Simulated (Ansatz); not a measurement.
**BP: pressure against volume**

Reference cell: a COD entry, whose atoms a relaxation with PBE at fixed cell left in place.

```
B P
1.0
     0.00000    2.26900    2.26900
     2.26900    0.00000    2.26900
     2.26900    2.26900    0.00000
B P
1 1
Cartesian
  0.0000 0.0000 0.0000
  1.1345 1.1345 1.1345
```

Atoms are numbered from 1 in the order listed; like atoms form one site, named after its first atom.

Method: Kohn–Sham DFT in Ansatz, PBE, plane waves and PAW, scalar-relativistic, 420 eV cutoff, Γ-centred 16×16×16 k-points, Fermi–Dirac smearing 0.02 eV.

The cell is scaled uniformly, and the ions relax again at each size.

| V/V₀ | pressure (GPa) | gap on the k-mesh (eV) |
| --- | --- | --- |
| 0.94 | 12.7 | 1.15 |
| 0.96 | 8.5 | 1.19 |
| 0.98 | 4.6 | 1.22 |
| 1.00 | ? | ? |
| 1.02 | -2.0 | 1.28 |
| 1.04 | -4.9 | 1.31 |
| 1.06 | -7.5 | 1.34 |

Task: Estimate the row at V/V₀ = 1.00, the equilibrium volume and the bulk modulus.

Result: pressure (GPa): 1.1; gap on the k-mesh (eV): 1.25. Worked: a parabola in ln(V/V₀) through the other 6 rows gives 1.1 GPa there. It crosses zero pressure at V/V₀ = 1.007, the equilibrium volume of this functional, where the bulk modulus is B = −dP/d ln V = 163 GPa. The gap rises as the cell grows, by 0.016 eV per per cent of volume.

PBE gaps are too small, by a third to a half in many semiconductors; their changes with volume are better.
